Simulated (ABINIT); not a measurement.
# SiO2 (I4/mmm) in ABINIT: reference runs, part 2 of 2

ABINIT 10.8.3 (patched build). The steps go on from the part before.

## (3) Single point, PBE

File run.py:

```python
import json, os
import numpy as np
from ase.units import GPa
from ase.calculators.abinit import Abinit, AbinitProfile
from ase import Atoms

atoms = Atoms(['Si', 'Si', 'Si', 'Si', 'O', 'O', 'O', 'O', 'O', 'O', 'O', 'O'],
              cell=[[-4.47204052, 4.47204052, 2.61177035], [4.47204052, -4.47204052, 2.61177035], [4.47204052, 4.47204052, -2.61177035]],
              scaled_positions=[[0.82311142, 0.82311142, 0.64622284], [0.17688858, 0.82311142, 0.0], [0.82311142, 0.17688858, 0.0], [0.17688858, 0.17688858, 0.35377716], [0.0, 0.79145134, 0.79145134], [0.20854866, 0.0, 0.20854866], [0.79145134, 0.0, 0.79145134], [0.0, 0.20854866, 0.20854866], [0.0, 0.0, 0.5], [0.5, 0.0, 0.0], [0.0, 0.5, 0.0], [0.5, 0.5, 0.5]],
              pbc=True)

profile = AbinitProfile(command='mpirun --bind-to none -np 4 abinit', pp_paths=[os.path.abspath('pseudos')])
params = dict(
    pps='pawxml', xc='PBE',
    ecut=625.8619,
    pawecutdg=1224.5124,
    pawxcdev=0,
    pawovlp=30,
    kptopt=1,
    ngkpt=[6, 6, 6],
    nshiftk=1,
    shiftk=[0.0, 0.0, 0.0],
    ixc=11,
    nband=40,
    occopt=3,
    tsmear=0.05,
    nstep=100,
    tolvrs=1e-09,
    prtwf=0,
    prtden=0,
)

atoms.calc = Abinit(profile=profile, directory='run', **params)
energy = atoms.get_potential_energy()
forces = atoms.get_forces()
stress = atoms.get_stress()
print(f'energy {energy:.6f} eV')
print('forces (eV/A)')
print(np.round(forces, 5))
print('stress (GPa, Voigt, tension positive)', np.round(stress / GPa, 4))
json.dump(dict(energy=energy, forces=forces.tolist(), stress=stress.tolist(), cell=atoms.cell.tolist(), frac=atoms.get_scaled_positions(wrap=False).tolist()), open('results.json', 'w'))
```

Potentials or basis: JTH PAW PBE v2.0.

Run with:

```console
$ python run.py
```

Log:

```text
energy -3966.428471 eV
forces (eV/A)
[[ 0.0114   0.0114   0.     ]
 [ 0.0114  -0.0114   0.     ]
 [-0.0114   0.0114   0.     ]
 [-0.0114  -0.0114   0.     ]
 [-0.13917 -0.      -0.     ]
 [ 0.       0.13917 -0.     ]
 [ 0.      -0.13917  0.     ]
 [ 0.13917 -0.      -0.     ]
 [-0.       0.       0.     ]
 [-0.       0.       0.     ]
 [-0.       0.       0.     ]
 [-0.       0.       0.     ]]
stress (GPa, Voigt, tension positive) [-2.0685 -2.0685 -2.2372  0.      0.      0.    ]
```

abinit.in:

```text
ecut 625.8619 eV
ixc 11
kptopt 1
natom 12
nband 40
ngkpt
6 6 6
nshiftk 1
nsppol 1
nstep 100
occopt 3
pawecutdg 1224.5124 eV
pawovlp 30
pawxcdev 0
prtden 0
prtwf 0
shiftk
0.0 0.0 0.0
tolvrs 1e-09
tsmear 0.05 eV
#Definition of the unit cell
acell
1.00000000000000 1.00000000000000 1.00000000000000 Angstrom
rprim
-4.47204052000000 4.47204052000000 2.61177035000000
4.47204052000000 -4.47204052000000 2.61177035000000
4.47204052000000 4.47204052000000 -2.61177035000000
chkprim 0 # Allow non-primitive cells
#Definition of the atom types
ntypat 2
znucl 8 14
#Enumerate different atomic species
typat
 2 2 2 2 1 1 1 1 1 1 1 1
pseudos "./pseudos/O.GGA_PBE-JTH.xml,
./pseudos/Si.GGA_PBE-JTH.xml"
#Definition of the atoms
xcart
5.46118515260745 5.46118515260745 4.93553066508126
5.46118515260745 -5.46118515260745 4.93553066508126
-5.46118515260745 5.46118515260745 4.93553066508126
2.98974665383791 2.98974665383791 -0.00000000000000
13.37700260491961 -0.00000000000000 -0.00000000000000
0.00000000000000 3.52486100797112 0.00000000000000
-0.00000000000000 13.37700260491961 -0.00000000000000
3.52486100797112 0.00000000000000 0.00000000000000
4.22546590322268 4.22546590322268 -2.46776533254063
-4.22546590322268 4.22546590322268 2.46776533254063
4.22546590322268 -4.22546590322268 2.46776533254063
4.22546590322268 4.22546590322268 2.46776533254063
chkexit 1 # abinit.exit file in the running directory terminates after the current SCF
```

abinit.abo:

```text
.Version 10.8.3 of ABINIT
 Symmetries : space group I4/m m m (#139); Bravais tI (body-center tetrag.)
================================================================================
 Values of the parameters that define the memory need of the present run
     intxc =       0    ionmov =       0      iscf =      17    lmnmax =       8
     lnmax =       4     mgfft =      60  mpssoang =       2    mqgrid =    3610
     natom =      12  nloc_mem =       2    nspden =       1   nspinor =       1
    nsppol =       1      nsym =      16    n1xccc =       1    ntypat =       2
    occopt =       3   xclevel =       2
       mpw =        7454          nfft =      216000          nkpt =          30
Pmy_natom=         3
 PAW method is used; the additional fine FFT grid is defined by:
   mgfftf=        80    nfftf =    512000
================================================================================
================================================================================

--------------------------------------------------------------------------------
------------- Echo of variables that govern the present computation ------------
--------------------------------------------------------------------------------
 -outvars: echo values of preprocessed input variables --------
            acell      1.8897261259E+00  1.8897261259E+00  1.8897261259E+00 Bohr
              amu      1.59994000E+01  2.80855000E+01
          chkexit           1
          chkprim           0
[... 375 lines left out ...]
                      -3.6140072419E-20  1.0310441265E-20  5.8660050582E-20
                      -3.6140072416E-20  1.0310441265E-20  5.8660050578E-20
                      -3.6140072419E-20  1.0310441268E-20  5.8660050578E-20
                      -3.6140072416E-20  1.0310441268E-20  5.8660050583E-20
            rprim     -4.4720405200E+00  4.4720405200E+00  2.6117703500E+00
                       4.4720405200E+00 -4.4720405200E+00  2.6117703500E+00
                       4.4720405200E+00  4.4720405200E+00 -2.6117703500E+00
           strten     -7.0306676448E-05 -7.0306676448E-05 -7.6039909075E-05
                       0.0000000000E+00  0.0000000000E+00  0.0000000000E+00
           xangst      2.8899347253E+00  2.8899347253E+00  2.6117703499E+00
                       2.8899347253E+00 -2.8899347254E+00  2.6117703499E+00
                      -2.8899347254E+00  2.8899347253E+00  2.6117703499E+00
                       1.5821057946E+00  1.5821057946E+00 -7.3443708774E-11
                       7.0788049240E+00 -4.1919947521E-11 -7.3443096996E-11
                      -4.1919490762E-11  1.8652761159E+00 -7.3443621087E-11
                      -4.1919947521E-11  7.0788049240E+00 -7.3443331998E-11
                       1.8652761159E+00 -4.1919249137E-11 -7.3443811079E-11
                       2.2360202600E+00  2.2360202600E+00 -1.3058851751E+00
                      -2.2360202600E+00  2.2360202600E+00  1.3058851749E+00
                       2.2360202600E+00 -2.2360202600E+00  1.3058851749E+00
                       2.2360202600E+00  2.2360202600E+00  1.3058851749E+00
             xred      8.2311141997E-01  8.2311141997E-01  6.4622283998E-01
                       1.7688857999E-01  8.2311141997E-01 -9.3736759626E-12
                       8.2311141997E-01  1.7688857999E-01 -9.3736759626E-12
                       1.7688857999E-01  1.7688857999E-01  3.5377716001E-01
                      -1.8746955377E-11  7.9145133997E-01  7.9145133998E-01
                       2.0854865999E-01 -1.8746955377E-11  2.0854866000E-01
                       7.9145133997E-01 -1.8746955377E-11  7.9145133998E-01
                      -1.8746955377E-11  2.0854865999E-01  2.0854866000E-01
                      -1.8746955377E-11 -1.8746955377E-11  4.9999999999E-01
                       4.9999999998E-01 -1.8746955377E-11 -9.3736759626E-12
                      -1.8746955377E-11  4.9999999998E-01 -9.3736759626E-12
                       4.9999999998E-01  4.9999999998E-01  4.9999999999E-01
 Calculation completed.
```

Run time: 3.5 min. Hardware: 4 threads of Arm Neoverse V2, shared host; peak memory 1.1 GiB.

What came out:

```
Free energy            : -3966.4289 eV
Pressure               : 2.1 GPa
Largest force          : 0.139 eV/Å
Band gap on the k mesh : 5.44 eV, indirect (least direct gap 5.45 eV)
```

Forces in eV/Å, atoms in the order of the input:
```
Si   0.011  0.011  0.000
Si   0.011 -0.011  0.000
Si  -0.011  0.011  0.000
Si  -0.011 -0.011  0.000
O   -0.139  0.000  0.000
O    0.000  0.139  0.000
O    0.000 -0.139  0.000
O    0.139  0.000  0.000
O    0.000  0.000  0.000
O    0.000  0.000  0.000
O    0.000  0.000  0.000
O    0.000  0.000  0.000
```

Stress tensor (GPa, compression positive):
```
2.07 0.00 0.00
0.00 2.07 0.00
0.00 0.00 2.24
```

Caveat: the atomic spheres overlap. PBE gaps usually lie below the measured ones, often by a third to a half.

## (4) Single point, PBE (atoms moved at random, drawn with an rms of 0.05 Å)

File run.abi:

```
# Pseudopotentials
pp_dirpath "./"
pseudos "Si.GGA_PBE-JTH.xml, O.GGA_PBE-JTH.xml"

# Structure
acell 6.842487646 6.842487646 6.842487646 Angstrom
rprim
    -0.6535693963     0.6535693963     0.3816989500
     0.6535693963    -0.6535693963     0.3816989500
     0.6535693963     0.6535693963    -0.3816989500
ntypat 2
znucl 14 8
natom 12
typat 1 1 1 1 2 2 2 2 2 2 2 2
xred
     0.8243330000     0.8292860000     0.6461970000
     0.1695900000     0.8223620000    -0.0033930000
     0.8266850000     0.1862520000     0.0059840000
     0.1696330000     0.1738080000     0.3494310000
     0.0066960000     0.7970840000     0.7908490000
     0.2077780000     0.0071020000     0.2123220000
     0.7933450000    -0.0047570000     0.7910620000
     0.0066750000     0.2108910000     0.2091550000
    -0.0004200000    -0.0003530000     0.4958600000
     0.4958030000     0.0008330000     0.0027850000
    -0.0023460000     0.4936580000    -0.0003190000
     0.4981390000     0.4977890000     0.4979250000
chkprim 0
chksymtnons 0
tolsym 1.0e-6

# Plane-wave basis
ecut 23.0
pawecutdg 45.0
pawxcdev 0
pawovlp 30

# k points
kptopt 1
ngkpt 6 6 6
nshiftk 1
shiftk 0.0 0.0 0.0

# Exchange and correlation
ixc 11

# Bands and occupations
nband 40
occopt 3
tsmear 0.05 eV

# SCF cycle
nstep 100
tolvrs 1.0e-9

# Output
iomode 3
prtwf 0
prtden 0
prteig 0
prtebands 0
prtvol 2
```

Run with:

```console
$ mpirun --bind-to none -np 4 abinit run.abi > log 2>&1
```

Wall time 12 min (4 MPI ranks of Arm Neoverse V2, shared host); peak memory 1.5 GiB.

Results (log left out):

* Free energy: -3965.9383 eV
* Pressure: 3.3 GPa
* Largest force: 3.769 eV/Å
* Band gap on the k mesh: 5.26 eV, indirect (least direct gap 5.30 eV)

Forces in eV/Å, atoms in the order of the input:
```
Si  -2.465  0.139 -0.781
Si   0.888  1.761 -0.229
Si  -2.379  0.709 -2.629
Si   1.172  2.125  1.081
O   -0.280 -1.383 -0.188
O   -3.447  0.194 -0.273
O    3.760 -0.267  0.025
O    0.682 -2.963 -0.122
O    0.594  0.397 -0.928
O   -0.419  0.566  0.711
O    1.528 -1.556  2.769
O    0.367  0.279  0.563
```

Stress tensor (GPa, compression positive):
```
 2.91 -1.81 -0.01
-1.81  5.02 -1.59
-0.01 -1.59  1.88
```

Levels at points of the mesh, in eV from the valence-band top:
```
           k point  band 28  band 29  band 30  band 31  band 32  band 33  band 34  band 35  band 36  band 37
(0.00, 0.00, 0.00)    -1.32    -1.01    -0.82    -0.16    -0.04     5.26     8.08     8.48     8.58     9.00
(0.50, 0.00, 0.00)    -1.33    -1.13    -0.85    -0.82    -0.31     7.40     7.61     8.44     8.79     9.04
(0.00, 0.50, 0.00)    -1.29    -1.28    -0.83    -0.75    -0.35     7.48     7.54     8.44     8.70     9.07
(0.50, 0.50, 0.00)    -1.12    -0.62    -0.58    -0.44    -0.22     6.46     6.68     8.58     8.70     9.07
(0.00, 0.00, 0.50)    -0.78    -0.72    -0.71    -0.44    -0.13     6.35     6.83     8.29     8.88     9.27
(0.50, 0.00, 0.50)    -1.37    -1.12    -0.89    -0.65    -0.41     7.44     7.58     8.43     8.74     9.02
(0.00, 0.50, 0.50)    -1.30    -1.12    -1.04    -0.64    -0.44     7.49     7.53     8.50     8.62     9.08
(0.50, 0.50, 0.50)    -1.16    -1.10    -0.33    -0.19     0.00     7.24     7.45     7.63     7.84     8.46
```

Caveat: the atomic spheres overlap. A k mesh can miss the band edges.
